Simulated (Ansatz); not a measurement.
**O vacancy in ZnO**

These are results of DFT PBE, scalar-relativistic, plane waves, PAW (Ansatz), not measurements. Settings: 420 eV cutoff, 3×3×3 k-mesh, Gaussian smearing of 0.01 eV, no spin polarisation.

Host crystal, relaxed:

```yaml
crystal:
  lattice:
    - [3.27939, 0.00000, 0.00000]
    - [-1.63970, 2.84004, 0.00000]
    - [0.00000, 0.00000, 5.29323]
  atoms:
    - { symbol: Zn, position: [0.66667, 0.33333, 0.50060] }
    - { symbol: Zn, position: [0.33333, 0.66667, 0.00060] }
    - { symbol: O, position: [0.66667, 0.33333, 0.87971] }
    - { symbol: O, position: [0.33333, 0.66667, 0.37971] }
```

Supercell of 36 atoms, rows in host cell vectors: 1 -1 1; 1 2 1; -2 -1 1. Atoms relax at the host's cell from a start displaced at random by 0.06 Å near the defect, so other minima may exist. The cell is small, so energies carry finite-size errors of tenths of an eV. The host's Kohn–Sham gap is 0.74 eV. Atoms are taken from and returned to the elements' standard states. Charged cells are corrected for image charges with the computed static dielectric tensor (mean 10.9) and aligned with the host's potential at far atoms (alignment terms reach 0.61 eV; the program doubts the alignment in some charges, where it is up to 0.61 eV). No band-filling term is added, and the Fermi level counts from the host's valence band top.

Defect: O vacancy at (0.667, 0.333, 0.880) of the host cell.

Question: What is the formation energy of the neutral defect?

Answer: 3.70 eV.

Question: Does the neutral defect carry a moment, and how do its surroundings relax?

Answer: The neutral run had no spin polarisation, so a moment wasn't tested. The nearest neighbours before are 3 Zn at 2.00 Å, 1 Zn at 2.01 Å; after relaxation the atoms near the site are 1 Zn at 1.79 Å, 1 Zn at 1.82 Å, 2 Zn at 1.83 Å; the largest move is 0.22 Å.

Question: Charges +2, 0 were computed. Which is stable where in the gap?

Answer: Among the charges computed the stable one is +2 at the valence band top, changing to 0 at 0.74 eV. Levels between neighbouring charges: (+2/0) 0.74 eV.

Cost: 3 runs of about 36 core-minutes in all, on Intel Xeon Processor @ 2.70GHz (shared hosts).